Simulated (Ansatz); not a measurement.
A (001) slab of relaxed bulk Rh (Fm-3m, 14.05 Å³/atom, gap on the mesh 0.00 eV), 4 planes in a 6×1 cell with the lowest 2 held; added atoms sit on lattice sites of the next plane. A dipole correction is on. The surface energy is the mean of the held and the free face; step energies are per length and the mean of the stripe's two steps, which run along the shortest translation of the plane; step and island energies count from the flat slab and bulk atoms.

Level of theory: DFT PBE, scalar-relativistic, plane waves, PAW in Ansatz.

Cutoff 420 eV, Gaussian smearing of 0.10 eV, energies at zero smearing, symmetry of each start kept, no spin polarisation.

```json
{"start": "flat slab", "atoms": "24", "k mesh": "2×12×1", "surface energy (J/m²)": "2.50", "step energy (meV/Å)": "-"}
{"start": "stripe of 2 atoms", "atoms": "26", "k mesh": "2×12×1", "surface energy (J/m²)": "-", "step energy (meV/Å)": "53"}
{"start": "stripe of 3 atoms", "atoms": "27", "k mesh": "2×12×1", "surface energy (J/m²)": "-", "step energy (meV/Å)": "37"}
```

A dash: not computed, or not clear enough to read.

Zero in every row: gap on the mesh (eV).

Small energy differences in metals hang on the k mesh (about 10 mJ/m² or 1 to 2 meV/atom on the mesh of the relaxation).